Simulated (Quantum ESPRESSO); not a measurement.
# C (P1) in Quantum ESPRESSO: reference runs

Aim: a first look at C with PBE, on the cell as given.

All numbers are computed with Quantum ESPRESSO 7.5; they aren't measurements. Logs are shortened: lines on timing, memory, paths and dates and some standing lists are left out, and cuts for length are marked.

### Step 1. Starting point

The typed cell holds 4 atoms: a = 2.125 Å, b = 2.699 Å, c = 6.347 Å, α = 91.31°, β = 95.27°, γ = 105.23°.

### Step 2. Single point, PBE

Input file pw.in:

```
&CONTROL
  calculation = 'scf'
  prefix = 'pwscf'
  outdir = './tmp'
  pseudo_dir = './pseudo'
  tprnfor = .true.
  tstress = .true.
  disk_io = 'low'
/
&SYSTEM
  ibrav = 0
  nat = 4
  ntyp = 1
  ecutwfc = 55
  ecutrho = 440
  nbnd = 14
  occupations = 'smearing'
  smearing = 'fd'
  degauss = 0.00367493
/
&ELECTRONS
  conv_thr = 8d-10
  electron_maxstep = 120
  mixing_beta = 0.5
/
ATOMIC_SPECIES
C     12.0110 C.pbe-n-kjpaw_psl.1.0.0.UPF
CELL_PARAMETERS angstrom
  -1.7498150800    1.2023247900   -0.0883863400
   2.0607943100    1.7409243900   -0.0716475900
   0.3819326700   -0.9353819200   -6.2663680600
ATOMIC_POSITIONS crystal
C      0.1674422400    0.3388446600    0.4981347300
C      0.1679222400    0.8353519700    0.9976839800
C      0.8349259300    0.1679908300    0.0036010300
C      0.8297095900    0.6578125400    0.5005802500
K_POINTS automatic
13 10 4 0 0 0
```

Input file pp_density.in:

```
&INPUTPP
  prefix = 'pwscf'
  outdir = './tmp'
  filplot = 'density.dat'
  plot_num = 0
/
&PLOT
  nfile = 1
  filepp(1) = 'density.dat'
  iflag = 3
  output_format = 6
  fileout = 'density.cube'
/
```

Input file pp_potential.in:

```
&INPUTPP
  prefix = 'pwscf'
  outdir = './tmp'
  filplot = 'potential.dat'
  plot_num = 11
/
&PLOT
  nfile = 1
  filepp(1) = 'potential.dat'
  iflag = 3
  output_format = 6
  fileout = 'potential.cube'
/
```

Potentials or basis: SSSP 1.3 efficiency PBE.

Run with:

```sh
$ OMP_NUM_THREADS=1 pw.x -in pw.in > pw.out
$ OMP_NUM_THREADS=1 pp.x -in pp_density.in > pp_density.out
$ OMP_NUM_THREADS=1 pp.x -in pp_potential.in > pp_potential.out
```

pw.out:

```text
This program is part of the open-source Quantum ESPRESSO suite
     for quantum simulation of materials; please cite
         "P. Giannozzi et al., J. Phys.:Condens. Matter 21 395502 (2009);
         "P. Giannozzi et al., J. Phys.:Condens. Matter 29 465901 (2017);
         "P. Giannozzi et al., J. Chem. Phys. 152 154105 (2020);
     in publications or presentations arising from this work. More details at

     file C.pbe-n-kjpaw_psl.1.0.0.UPF: wavefunction(s)  2S 2P renormalized

     G-vector sticks info
     --------------------
     sticks:   dense  smooth     PW     G-vecs:    dense   smooth      PW
     Sum         697     347    113                36739    12997    2419

     Using Slab Decomposition

     bravais-lattice index     =            0
     lattice parameter (alat)  =       4.0155  a.u.
     unit-cell volume          =     235.7138 (a.u.)^3
     number of atoms/cell      =            4
     number of atomic types    =            1
     number of electrons       =        16.00
     number of Kohn-Sham states=           14
     kinetic-energy cutoff     =      55.0000  Ry
     charge density cutoff     =     440.0000  Ry
     scf convergence threshold =      8.0E-10
     mixing beta               =       0.5000
     number of iterations used =            8  plain     mixing
     Exchange-correlation= SLA  PW   PBX  PBC
                           (   1   4   3   4   0   0   0)

     celldm(1)=   4.015501  celldm(2)=   0.000000  celldm(3)=   0.000000
     celldm(4)=   0.000000  celldm(5)=   0.000000  celldm(6)=   0.000000

     crystal axes: (cart. coord. in units of alat)
               a(1) = (  -0.823477   0.565823  -0.041595 )
               a(2) = (   0.969826   0.819293  -0.033718 )
               a(3) = (   0.179740  -0.440198  -2.949002 )

     reciprocal axes: (cart. coord. in units 2 pi/alat)
               b(1) = ( -0.667741  0.783938 -0.157717 )
               b(2) = (  0.463372  0.669107 -0.071635 )
               b(3) = (  0.004120 -0.018708 -0.336054 )

     PseudoPot. # 1 for C  read from file:
     C.pbe-n-kjpaw_psl.1.0.0.UPF
     Pseudo is Projector augmented-wave + core cor, Zval =  4.0
     Generated using "atomic" code by A. Dal Corso  v.5.1
     Shape of augmentation charge: PSQ
     Using radial grid of 1073 points,  4 beta functions with:
                l(1) =   0
                l(2) =   0
                l(3) =   1
                l(4) =   1
     Q(r) pseudized with 0 coefficients

     atomic species   valence    mass     pseudopotential
     C                 4.00    12.01100     C ( 1.00)

     No symmetry found

   Cartesian axes

     site n.     atom                  positions (alat units)
         1        C      tau(   1) = (   0.2802705   0.1530777  -1.4873901  )
         2        C      tau(   2) = (   0.8511901   0.3402335  -2.9773227  )
         3        C      tau(   3) = (  -0.5239729   0.6084691  -0.0510127  )
         4        C      tau(   4) = (   0.0446917   0.7880556  -1.5329040  )

     number of k points=   262  Fermi-Dirac smearing, width (Ry)=  0.0037

     Number of k-points >= 100: set verbosity='high' to print them.

     Dense  grid:    36739 G-vectors     FFT dimensions: (  27,  36,  81)

     Smooth grid:    12997 G-vectors     FFT dimensions: (  20,  25,  60)

     Check: negative core charge=   -0.000002

     Initial potential from superposition of free atoms

     starting charge      15.9998, renormalised to      16.0000
     Starting wfcs are   16 randomized atomic wfcs

     Self-consistent Calculation

     iteration #  1     ecut=    55.00 Ry     beta= 0.50
     Davidson diagonalization with overlap
     ethr =  1.00E-02,  avg # of iterations =  3.4

     total energy              =     -73.24371923 Ry
     estimated scf accuracy    <       0.48768481 Ry

     iteration #  2     ecut=    55.00 Ry     beta= 0.50
     Davidson diagonalization with overlap
     ethr =  3.05E-03,  avg # of iterations =  2.1

     total energy              =     -73.26257054 Ry
     estimated scf accuracy    <       0.03952371 Ry

     iteration #  3     ecut=    55.00 Ry     beta= 0.50
     Davidson diagonalization with overlap
     ethr =  2.47E-04,  avg # of iterations =  5.1

     total energy              =     -73.27051927 Ry
     estimated scf accuracy    <       0.00139873 Ry

     iteration #  4     ecut=    55.00 Ry     beta= 0.50
     Davidson diagonalization with overlap
     ethr =  8.74E-06,  avg # of iterations =  6.0

     total energy              =     -73.27068387 Ry
     estimated scf accuracy    <       0.00026568 Ry

     iteration #  5     ecut=    55.00 Ry     beta= 0.50
     Davidson diagonalization with overlap
     ethr =  1.66E-06,  avg # of iterations =  2.8

     total energy              =     -73.27070084 Ry
     estimated scf accuracy    <       0.00003414 Ry

     iteration #  6     ecut=    55.00 Ry     beta= 0.50
     Davidson diagonalization with overlap
     ethr =  2.13E-07,  avg # of iterations =  2.0

     total energy              =     -73.27070632 Ry
     estimated scf accuracy    <       0.00000069 Ry

     iteration #  7     ecut=    55.00 Ry     beta= 0.50
     Davidson diagonalization with overlap
     ethr =  4.29E-09,  avg # of iterations =  2.2

     total energy              =     -73.27070655 Ry
     estimated scf accuracy    <       0.00000006 Ry

     iteration #  8     ecut=    55.00 Ry     beta= 0.50
     Davidson diagonalization with overlap
     ethr =  3.45E-10,  avg # of iterations =  2.0

     total energy              =     -73.27070655 Ry
     estimated scf accuracy    <       0.00000002 Ry

     iteration #  9     ecut=    55.00 Ry     beta= 0.50
     Davidson diagonalization with overlap
     ethr =  1.11E-10,  avg # of iterations =  2.0

     total energy              =     -73.27070656 Ry
     estimated scf accuracy    <          1.5E-09 Ry

     iteration # 10     ecut=    55.00 Ry     beta= 0.50
     Davidson diagonalization with overlap
     ethr =  9.34E-12,  avg # of iterations =  1.9

     End of self-consistent calculation

     Number of k-points >= 100: set verbosity='high' to print the bands.

     the Fermi energy is     7.7680 ev

!    total energy              =     -73.27070656 Ry
     total all-electron energy =      -304.327098 Ry
     estimated scf accuracy    <          4.5E-11 Ry
     smearing contrib. (-TS)   =      -0.00010032 Ry
     internal energy E=F+TS    =     -73.27060624 Ry

     The total energy is F=E-TS. E is the sum of the following terms:
     one-electron contribution =      -6.13576751 Ry
     hartree contribution      =      11.80613969 Ry
     xc contribution           =     -18.46430727 Ry
     ewald contribution        =     -35.80501980 Ry
     one-center paw contrib.   =     -24.67165136 Ry

     convergence has been achieved in  10 iterations

     Forces acting on atoms (cartesian axes, Ry/au):

     atom    1 type  1   force =    -0.13808476    0.02445958   -0.00874909
     atom    2 type  1   force =    -0.07276753    0.04915268   -0.02024104
     atom    3 type  1   force =     0.07263518   -0.04913677    0.02065079
     atom    4 type  1   force =     0.13821711   -0.02447549    0.00833934

     Total force =     0.236119     Total SCF correction =     0.000012

     Computing stress (Cartesian axis) and pressure

          total   stress  (Ry/bohr**3)                   (kbar)     P=      181.37
   0.00927091  -0.00651757   0.00037552         1363.80     -958.77       55.24
  -0.00651757  -0.00596630   0.00032893         -958.77     -877.67       48.39
   0.00037552   0.00032893   0.00039421           55.24       48.39       57.99

=------------------------------------------------------------------------------=
   JOB DONE.
=------------------------------------------------------------------------------=
```

pp_density.out:

```text
This program is part of the open-source Quantum ESPRESSO suite
     for quantum simulation of materials; please cite
         "P. Giannozzi et al., J. Phys.:Condens. Matter 21 395502 (2009);
         "P. Giannozzi et al., J. Phys.:Condens. Matter 29 465901 (2017);
         "P. Giannozzi et al., J. Chem. Phys. 152 154105 (2020);
     in publications or presentations arising from this work. More details at

     file C.pbe-n-kjpaw_psl.1.0.0.UPF: wavefunction(s)  2S 2P renormalized

     IMPORTANT: XC functional enforced from input :
     Exchange-correlation= PBE
                           (   1   4   3   4   0   0   0)
     Any further DFT definition will be discarded
     Please, verify this is what you really want

     G-vector sticks info
     --------------------
     sticks:   dense  smooth     PW     G-vecs:    dense   smooth      PW
     Sum         697     347    113                36739    12997    2419

     Using Slab Decomposition

     Check: negative core charge=   -0.000002

     Calling punch_plot, plot_num =   0
     Writing data to file  density.dat
     Reading data from file  density.dat

     Writing data to be plotted to file density.cube
     Plot Type: 3D                     Output format: Gaussian cube

=------------------------------------------------------------------------------=
   JOB DONE.
=------------------------------------------------------------------------------=
```

pp_potential.out:

```text
This program is part of the open-source Quantum ESPRESSO suite
     for quantum simulation of materials; please cite
         "P. Giannozzi et al., J. Phys.:Condens. Matter 21 395502 (2009);
         "P. Giannozzi et al., J. Phys.:Condens. Matter 29 465901 (2017);
         "P. Giannozzi et al., J. Chem. Phys. 152 154105 (2020);
     in publications or presentations arising from this work. More details at

     file C.pbe-n-kjpaw_psl.1.0.0.UPF: wavefunction(s)  2S 2P renormalized

     IMPORTANT: XC functional enforced from input :
     Exchange-correlation= PBE
                           (   1   4   3   4   0   0   0)
     Any further DFT definition will be discarded
     Please, verify this is what you really want

     G-vector sticks info
     --------------------
     sticks:   dense  smooth     PW     G-vecs:    dense   smooth      PW
     Sum         697     347    113                36739    12997    2419

     Using Slab Decomposition

     Check: negative core charge=   -0.000002

     Calling punch_plot, plot_num =  11
     Writing data to file  potential.dat
     Reading data from file  potential.dat

     Writing data to be plotted to file potential.cube
     Plot Type: 3D                     Output format: Gaussian cube

=------------------------------------------------------------------------------=
   JOB DONE.
=------------------------------------------------------------------------------=
```

It took 36 s on 1 thread of AMD EPYC 9R14 (Zen 4), shared host; peak memory 0.15 GiB.

Results:

- Free energy: -996.8987 eV
- Pressure: 18.1 GPa
- Largest force: 3.615 eV/Å
- Band gap on the k mesh: none (metal or under the smearing width)

Forces on the atoms (eV/Å):
```
C   -3.550  0.629 -0.225
C   -1.871  1.264 -0.520
C    1.868 -1.263  0.531
C    3.554 -0.629  0.214
```

Stress tensor (GPa, compression positive):
```
136.38 -95.88   5.52
-95.88 -87.77   4.84
  5.52   4.84   5.80
```

Levels at points of the mesh, in eV from the Fermi level:
```tsv
k point	band 4	band 5	band 6	band 7	band 8	band 9	band 10	band 11	band 12	band 13
(0.00, 0.00, 0.00)	-6.49	-5.45	-4.99	-1.21	-0.87	-0.24	0.16	4.73	8.23	9.23
(0.00, 0.00, -0.50)	-7.95	-5.39	-4.93	-1.21	-0.87	-0.17	0.09	7.42	7.62	8.61
(0.00, -0.50, 0.00)	-12.45	-5.63	-5.50	-2.27	-1.96	1.22	1.67	8.13	8.16	11.44
(0.00, -0.50, -0.50)	-12.47	-5.63	-5.16	-2.27	-1.96	0.62	1.15	9.28	9.45	11.34
```

Caveat: so large a pressure means that the cell lies far from this level's equilibrium, or that cutoff or potentials fall short; forces of over 1 eV/Å show positions far from the minimum, so gaps and moduli don't describe the material at rest.
